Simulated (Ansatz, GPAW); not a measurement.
This is a calculation of Os for GPAW 26.7.0 (ASE script). This isn't the form of Os at room conditions, which is hcp.

File run.py:

```python
from ase.dft.bandgap import bandgap
from ase.io import read, write
from ase.units import Bohr, GPa
from gpaw import GPAW, PW
from gpaw.elf import elf_from_dft_calculation

atoms = read('Os.xyz')

calc = GPAW(mode=PW(600),
            xc='MGGA_X_R2SCAN+MGGA_C_R2SCAN',
            kpts={'size': (12, 12, 12), 'gamma': True},
            occupations={'name': 'fermi-dirac', 'width': 0.05},
            setups={'Os': ':d,3.5'},
            nbands=16,
            convergence={'density': 1e-05, 'energy': 1e-05},
            maxiter=150,
            txt='gpaw.txt')
atoms.calc = calc
energy = atoms.get_potential_energy()
forces = atoms.get_forces()
stress = atoms.get_stress()
calc.write('gs.gpw')
write('result.traj', atoms)
print(f'Energy: {energy:.6f} eV')
print('Forces (eV/A):')
print(forces.round(4))
print('Stress (GPa):', (stress / GPa).round(3))
print('Fermi level:', round(calc.get_fermi_level(), 4), 'eV')
print(f'Gap: {bandgap(calc)[0]:.4f} eV, direct: {bandgap(calc, direct=True)[0]:.4f} eV')

# fields on the real-space grid
write('density.cube', atoms, data=calc.get_pseudo_density() * Bohr**3)
write('potential.cube', atoms, data=calc.get_electrostatic_potential())
write('elf.cube', atoms, data=elf_from_dft_calculation(calc).data)
```

The input Os.xyz:

```xyz
1
Lattice="0.0000000000 1.8638623244 1.8638623244 1.8638623244 0.0000000000 1.8638623244 1.8638623244 1.8638623244 0.0000000000" Properties=species:S:1:pos:R:3 pbc="T T T"
Os     0.0000000000      0.0000000000      0.0000000000
```

Potentials or basis: GPAW PAW data sets (gpaw-data 1.2.1), pw.

Run with:

```console
$ OMP_NUM_THREADS=1 python run.py
```

**Question.** Translate it to Ansatz 0.2.0. Potentials or basis there: Ansatz PAW, cutoff 500 eV.

**Answer.** As run (cutoffs and basis follow the program's own potentials, and thresholds, step limits or extra output files can differ):

The input input.yaml:

```yaml
crystal:
  lattice:
    - [0.0, 1.8638623244, 1.8638623244]
    - [1.8638623244, 0.0, 1.8638623244]
    - [1.8638623244, 1.8638623244, 0.0]
  atoms:
    - { symbol: Os, position: [0.0, 0.0, 0.0] }
hamiltonian:
  xc: r2scan
  pseudopotentials: { kind: paw }
  hubbard: { sites: [{ species: Os, l: d, u_eff: 3.5 }] }
kpoints:
  mp_grid: { grid: [12, 12, 12] }
scf:
  occupations: { method: fermi_dirac, width: 0.05 }
output:
  forces: true
  stress: true
  eigenvalues: true
```

Potentials or basis: Ansatz PAW.

Command:

```bash
$ ansatz run input.yaml --threads 1 --pin off --max-ram 3584MiB --backend cpu --events-out ev --progress --plain --runs-dir out
```

Both were run:

|  | GPAW | Ansatz |
| --- | --- | --- |
| Pressure | 27.2 GPa | 38.2 GPa |

Ansatz's pressure holds a Pulay term of +0.12 GPa for its cutoff of 500 eV, which the other run lacks.

The potentials hold 14 and 16 valence electrons a cell.

GPAW's potentials were made for PBE. Ansatz's potentials were made for PBE.

Where Ansatz's input types no cutoff or centring, it takes its own default and a Γ-centred mesh.

The two runs disagree by more than potentials and bases usually give (in gap, levels, pressure or energy); the cause wasn't traced.

The cell lies far from this level's equilibrium.

Pressure is positive in compression.
